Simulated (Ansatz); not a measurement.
## Bands, cutoff and cost in G0W0 for Sb (honeycomb monolayer)

Wanted: a G0W0 gap for Sb (honeycomb monolayer) that is converged in bands and cutoff, or an estimate of the limit.

Main program and level: Ansatz 0.2.0; G0W0 on PBE, plane waves, PAW; PAW set soft_1.

## (1) Starting point

The cell holds 2 atoms: 2 Sb. Its edges and angles: a = 4.081 Å, b = 4.081 Å, c = 26.500 Å, α = 90.0°, β = 90.0°, γ = 120.0°. Vacuum lies along c.

The structure was relaxed with PBE-D3(BJ). The runs that relaxed it are not among those shown. Spin-orbit coupling is left out unless a step names it. The Coulomb interaction is cut off across the vacuum.

## (2) 187 empty bands, screening to 36 eV

Now the one-shot GW correction: screening in the RPA, then the self-energy of the levels asked for. This step takes PAW set soft_1 files.

File input.yaml:

```yaml
crystal:
  lattice:
    - [4.0806411415, 0.0, 0.0]
    - [-2.0403205707, 3.5339388922, 0.0]
    - [0.0, 0.0, 26.5]
  atoms:
    - { symbol: Sb, position: [0.3333333333, 0.6666666667, 0.5309915314] }
    - { symbol: Sb, position: [0.6666666667, 0.3333333333, 0.4690084686] }
  periodic: [true, true, false]
kpoints:
  mp_grid: { grid: [3, 3, 1] }
hamiltonian:
  xc: pbe
  pseudopotentials: { kind: paw, azcp: { folder: soft_1 } }
scf:
  occupations: { method: fixed }
gw:
  n_empty_bands: 187
  ecut_chi: 36
  qp_bands: [v2, c2]
  qp_kpoints: band_edges
  screening: { model: contour_deformation }
```

On the command line:

```sh
$ ansatz run input.yaml --threads 4 --pin off --max-ram 17510MiB --backend cpu --events-out ev --progress --plain --runs-dir out
```

Numbers of over 12 decimals in the logs are rounded to 6 here.

The program printed:

```text
Engine: ansatz 0.2.0, aarch64-unknown-linux-gnu
Pseudopotentials: kind: paw
Pseudopotential: Sb, paw, valence charge 15, recommended cutoff 420 eV (normal), soft_1/Sb.paw.azcp
Functional definition: PBE
  parameter kappa = 0.804
  parameter beta = 0.066725
  exchange = pbe_x(kappa = kappa, mu = beta*pi^2/3)
  correlation = pbe_c(beta = beta)
Crystal: 2 atoms, lattice volume = 382.150 Å³
Basis set: ecut = 420 eV, 7421 PW (Γ)
Bands: 19, of which v1, the nominal top of the filled ones, is band 15 counted from 1 (14 counted from 0)
Symmetry: 12 space group operations
Space group: P-3m1 (ITA 164), of the structure as read, at distance tolerance 7.3e-5 Å
k-points: 3 of 9
Non-local potential: Sb, projectors of the file, l = 0: 2, l = 1: 2, l = 2: 2, l = 3: 1
PAW form: soft (Blöchl's): semilocal exchange-correlation on the pseudo side does not see the compensation charge
PAW one-centre angular grid: Sb, 590 points (default); XC on 64 Gauss nodes
Initial density: superposition of atomic densities (neutral atoms: chi_scale 0, normalization atom)
Initial wavefunctions: pseudopotential atomic-orbital guess
Functional: x = pbe(κ = 0.804, μ = 0.219515), c = pbe(β = 0.066725)
iter 1 solved again at ethr=1.06e-3 eV; its pass at ethr=3.10e-3 eV (dr2=3.19e-1 eV) is discarded
SCF iter   1: F=—  HF=-12968.628318 eV  |F-HF|=—  |Δ(HF+E_count)|=         —  Δρ=8.58e-3  dr2=3.24e-1  ethr=1.06e-3  ⟨swp⟩=2.0  Hψ=371  notcnv=0  defer=4
preconditioner: auto → Resta (q_TF=auto, 1.785 Å⁻¹)  ε∞=1.6  [insulator: Δε(μ)=1.318 eV  Ē_g=8.024 eV  n_scr=20 (ndim 8)  ℏωp=6.0 eV  f_vac=0.763  ε∞_Penn≈1.6  vacuum switching on, ρ_ref=4.7e-3 e/Å³]
SCF iter   2: F=—  HF=-12968.585963 eV  |F-HF|=—  |Δ(HF+E_count)|=   4.24e-2  Δρ=4.54e-3  dr2=7.59e-2  ethr=1.06e-3  ⟨swp⟩=2.7  Hψ=77  notcnv=0  defer=4
SCF iter   3: F=—  HF=-12968.582349 eV  |F-HF|=—  |Δ(HF+E_count)|=   3.61e-3  Δρ=7.10e-4  dr2=1.26e-3  ethr=2.53e-4  ⟨swp⟩=4.0  Hψ=127  notcnv=0  defer=5
SCF iter   4: F=—  HF=-12968.582375 eV  |F-HF|=—  |Δ(HF+E_count)|=   2.65e-5  Δρ=1.73e-4  dr2=1.18e-4  ethr=4.18e-6  ⟨swp⟩=4.0  Hψ=132  notcnv=0  defer=4
SCF iter   5: F=—  HF=-12968.582424 eV  |F-HF|=—  |Δ(HF+E_count)|=   4.87e-5  Δρ=3.75e-5  dr2=4.94e-6  ethr=3.94e-7  ⟨swp⟩=4.0  Hψ=131  notcnv=0  defer=4
SCF iter   6: F=—  HF=-12968.582429 eV  |F-HF|=—  |Δ(HF+E_count)|=   4.95e-6  Δρ=7.95e-6  dr2=2.59e-7  ethr=1.65e-8  ⟨swp⟩=3.7  Hψ=108  notcnv=0  defer=4
SCF iter   7: F=-12968.582429 eV  HF=-12968.582429 eV  |F-HF|=1.11e-8  |Δ(HF+E_count)|=   3.23e-7  Δρ=2.05e-6  dr2=2.25e-8  ethr=3.33e-10  ⟨swp⟩=16.3  Hψ=387  notcnv=0
SCF 1 converged in 7 iterations: F = -12968.582429 eV  dr2 = 2.25e-8
  greatest PAW one-centre occupation: 0.995 electrons in one spin orbital (limit 2), on the Sb atom at site 1 (counted from 0), in its partial waves of l = 2
NSCF: frozen V_eff on 3 k-points
G₀W₀ screening: q 1/3
[... further progress lines ...]
NSCF: frozen V_eff on 1 k-points
SCF converged after 7 iterations
Free energy (F): -12968.582429 eV
Harris-Foulkes:  -12968.582429 eV  (|F-HF|=1.11e-8)
Internal energy: -12968.582429 eV  (E = F + TS)
E sigma→0 (E₀):  -12968.582429 eV
Fermi energy:    -4.528927 eV
--- Per-component energies (eV) ---
  E_band       = -749.989713
  E_kinetic    = 325.675439
  E_local      = -34469.572899  (includes V_loc(G=0)·N_el)
  E_nonlocal   = 779.910766
  E_hartree    = 16754.632186
  E_xc         = -196.784339
  E_vxc        = -180.158415  (∫ρ·V_xc dr)
  E_paw        = -9087.818050  (= ΣΔE_a)
  E_vpaw       = -715.124485  (= ΣTr[D̂ρ^β])
  E_aug_tail   = 0.000275  (compensation charges beyond the density's cutoff)
  E_ewald      = 12925.374194
  E_smearing   = -0.000000  (= −TS)
  E_closure    = 0.000000  (closes the sum)
  Σ components = -12968.582429   (vs F -12968.582429, Δ=0.00e0)
--- Band table (eV) ---
  k-point 0: bands = [... 11 lower, -10.9628, -5.3221, -4.5289, -4.5289, -2.9084, -1.7439, -1.7439, -0.4861]
  k-point 1: bands = [... 11 lower, -11.4820, -7.6828, -5.8451, -5.4909, -3.3356, -1.5352, -0.9882, 0.6249]
  k-point 2: bands = [... 11 lower, -13.0760, -8.1665, -6.4573, -6.4573, -3.1579, -1.0368, -1.0368, 1.9529]
--- G₀W₀: contour deformation, 6 samples at zero and on the imaginary axis and 1 off it, 9 q-points, 187 empty bands' worth ---
  eigenvalues of the whole cell's RPA ε∞ on this k-mesh (on a slab, of 1 + 4πα/V) = 1.1606, 8.2882, 8.2882; static W/v taken at q = 0 is 0.358945
  gw.qp_kpoints: band_edges: 3 of 3 stored k-points solved, in 1 pass; an edge of the gap read off the rows below is read off those points alone
    ik  band        ε_KS         Σx   Σc(E_QP)       V_xc       Z   E_QP_lin       E_QP  E_QP is
     0    14     -4.5289   -15.3597     1.6214   -13.8096  0.7086    -4.4578    -4.4575  root
     0    15     -4.5289   -15.3597     1.6214   -13.8096  0.7086    -4.4578    -4.4575  root
     0    16     -2.9084    -8.2681    -3.6462   -12.4737  0.7189    -2.3336    -2.3492  root
     0    17     -1.7439    -8.9519    -3.5025   -12.9969  0.6921    -1.1868    -1.2014  root
     1    14     -5.8451   -14.9905     1.9714   -12.9894  0.6909    -5.8747    -5.8746  root
     1    15     -5.4909   -13.8312     1.5937   -12.1864  0.6941    -5.5422    -5.5420  root
     1    16     -3.3356    -7.1352    -3.1715   -10.5994  0.7175    -3.0394    -3.0429  root
     1    17     -1.5352    -6.6287    -3.6646   -10.5886  0.6918    -1.2373    -1.2399  root
     2    14     -6.4573   -14.2175     2.0373   -12.0976  0.6677    -6.5401    -6.5399  root
     2    15     -6.4573   -14.2175     2.0373   -12.0976  0.6677    -6.5401    -6.5399  root
     2    16     -3.1579    -6.7602    -3.1258   -10.1250  0.7123    -2.9166    -2.9189  root
     2    17     -1.0368    -7.0493    -3.5733   -11.0134  0.7429    -0.6535    -0.6460  root
```

It took 7.2 s on 4 threads of Arm Neoverse V1, shared host; peak memory 0.93 GiB.

This step gave:

```
bands summed                                 : 202
plane waves in the screening matrix          : 151
q-points in the mesh                         : 9
G0W0 gap on the mesh                         : 1.415 eV
k of the valence top                         : 0, 0, 0
k of the conduction bottom                   : 0, 0.3333, 0
starting gap on the mesh                     : 1.193 eV
Z at the valence top                         : 0.7086
Z at the conduction bottom                   : 0.7175
least direct G0W0 gap on the computed points : 2.108 eV
```

The gap on the mesh goes from 1.19 eV to 1.41 eV, a correction of +0.22 eV. Between the two edge states, bare exchange in place of the xc potential would open the gap by 5.01 eV, and correlation takes back 4.79 eV.

## (3) 454 empty bands, screening to 65 eV

Bands and screening cutoff are moved together, since each hides the error of the other.

Edit input.yaml of step 2 so:

```diff
@@ -16,5 +16,6 @@
   occupations: { method: fixed }
+  convergence: { dr2_threshold: 1.0e-10 }
 gw:
-  n_empty_bands: 187
-  ecut_chi: 36
+  n_empty_bands: 454
+  ecut_chi: 65.0
   qp_bands: [v2, c2]
```

The program printed:

```text
[...]
Crystal: 2 atoms, lattice volume = 382.150 Å³
Basis set: ecut = 420 eV, 7421 PW (Γ)
Bands: 19, of which v1, the nominal top of the filled ones, is band 15 counted from 1 (14 counted from 0)
[... 1 set-up line as in the run before ...]
[...]
k-points: 3 of 9
[...]
SCF iter   9: F=-12968.582429 eV  HF=-12968.582429 eV  |F-HF|=3.64e-12  |Δ(HF+E_count)|=  2.02e-10  Δρ=5.12e-8  dr2=8.31e-12  ethr=1.00e-12  ⟨swp⟩=15.7  Hψ=377  notcnv=0
SCF 1 converged in 9 iterations: F = -12968.582429 eV  dr2 = 8.31e-12
[...]
NSCF: frozen V_eff on 3 k-points
G₀W₀ screening: q 1/3
[... further progress lines ...]
[...]
SCF converged after 9 iterations
Free energy (F): -12968.582429 eV
[...]
Internal energy: -12968.582429 eV  (E = F + TS)
E sigma→0 (E₀):  -12968.582429 eV
Fermi energy:    -4.529139 eV
[...]
--- Band table (eV) ---
  k-point 0: bands = [... 11 lower, -10.9629, -5.3222, -4.5291, -4.5291, -2.9086, -1.7441, -1.7441, -0.4862]
  k-point 1: bands = [... 11 lower, -11.4822, -7.6829, -5.8453, -5.4911, -3.3357, -1.5353, -0.9884, 0.6248]
  k-point 2: bands = [... 11 lower, -13.0762, -8.1667, -6.4575, -6.4575, -3.1580, -1.0369, -1.0369, 1.9529]
[...]
`?` marks the rows in doubt; gw_qp.tsv's column doubts and the gw_qp event give each row's grounds
[...]
0    14     -4.5291   -15.3597     1.2736   -13.8097  0.7058    -4.8084    -4.8056  root
     0    15     -4.5291   -15.3597     1.2736   -13.8097  0.7058    -4.8084    -4.8056  root
     0    16     -2.9086    -8.2682    -3.8839   -12.4738  0.7182    -2.5825    -2.5870  root
     0    17     -1.7441    -8.9519    -3.7592   -12.9969  0.6843    -1.4536    -1.4583  root
     1    14     -5.8453   -14.9905     1.6742   -12.9895  0.6839    -6.1775    -6.1720  root
     1    15     -5.4911   -13.8312     1.3202   -12.1864  0.6932    -5.8187    -5.8156  root
     1    16     -3.3357    -7.1353    -3.3483   -10.5995  0.7172    -3.2193    -3.2198  root
     1    17     -1.5353    -6.6288    -3.8549   -10.5887  0.6725    -1.4299    -1.4303  root
     2    14     -6.4575   -14.2175     1.7822   -12.0977  0.6715    -6.8036    -6.7951  root
     2    15     -6.4575   -14.2175     1.7822   -12.0977  0.6715    -6.8036    -6.7951  root
     2    16     -3.1580    -6.7603    -3.2835   -10.1250  0.7124    -3.0765    -3.0768  root
     2    17     -1.0369    -7.0494    -3.7343   -11.0136  0.9985    -0.7679    -0.8070  root ?
```

The job ended after 29 s (4 threads; peak memory 2.1 GiB).

This step gave:

- bands summed: 469
- plane waves in the screening matrix: 461
- q-points in the mesh: 9
- G0W0 gap on the mesh: 1.586 eV
- k of the valence top: 0, 0, 0
- k of the conduction bottom: 0, 0.3333, 0
- starting gap on the mesh: 1.193 eV
- Z at the valence top: 0.7058
- Z at the conduction bottom: 0.7172
- least direct G0W0 gap on the computed points: 2.219 eV

Against the run with 3×3×1 mesh, 187 empty bands, screening to 36 eV, PAW set soft_1 files, the gap moves by +0.17 eV.

## (4) Convergence and cost

Times are wall times on 4 threads of Arm Neoverse V1, shared host, good to a factor of about two.

```
 mesh           files            frequency  bands summed  cutoff (eV)  start (eV)  G0W0 (eV)   time  host memory (GiB)
3×3×1  PAW set soft_1  contour deformation           202           36       1.193      1.415  7.2 s               0.93
3×3×1  PAW set soft_1  contour deformation           469           65       1.193      1.586   29 s                2.1
```

How the two edges are built up, in eV (the quasiparticle level is the starting level plus Σx plus Σc less Vxc):

```
      run               edge  start      Σx     Σc     Vxc     Z     QP
202 bands        valence top  -4.53  -15.36   1.62  -13.81  0.71  -4.46
202 bands  conduction bottom  -3.34   -7.14  -3.17  -10.60  0.72  -3.04
469 bands        valence top  -4.53  -15.36   1.27  -13.81  0.71  -4.81
469 bands  conduction bottom  -3.34   -7.14  -3.35  -10.60  0.72  -3.22
```

## (5) Results

```json
{
 "202 bands, 36 eV": "1.415 eV",
 "469 bands, 65 eV": "1.586 eV",
 "estimated limit in bands and cutoff": "1.72 eV",
 "mesh and start": "3×3×1, PBE"
}
```

**Reading.** A line in one over the bands through the two rungs gives 1.72 eV, +0.13 eV from the top rung; with two points alone it is an unchecked estimate. The rungs stand 0.30 eV (202 bands) and 0.13 eV (469 bands) from it. From 202 to 469 bands the gap moves by +0.17 eV while the time grows 4.1-fold. Σc changes by −0.35 eV at the valence top and −0.18 eV at the conduction bottom, so both edges matter. The mesh in the plane is coarse for a sheet; gap and any exciton binding can still move on denser ones. The many-body steps are scalar-relativistic: spin-orbit coupling is not in them.

[Paths, hosts, dates, memory and timing lines, banners, echoed tables and standing remarks are left out of the program output.]

[Logs are printed without paths, hosts, clocks, repeated set-up lines and the standing remarks that a program may print on its own settings, such as how far it seeks lower states.]

[Runs of the session that timed out or met a known fault of the program may be left out.]

[Cells called generated may have been cut or substituted from an entry of the Crystallography Open Database or the Materials Project.]

[Hosts, paths, dates, database ids (printed as entryN), source tags and the programs' standing remarks are cut or masked in the printed files.]
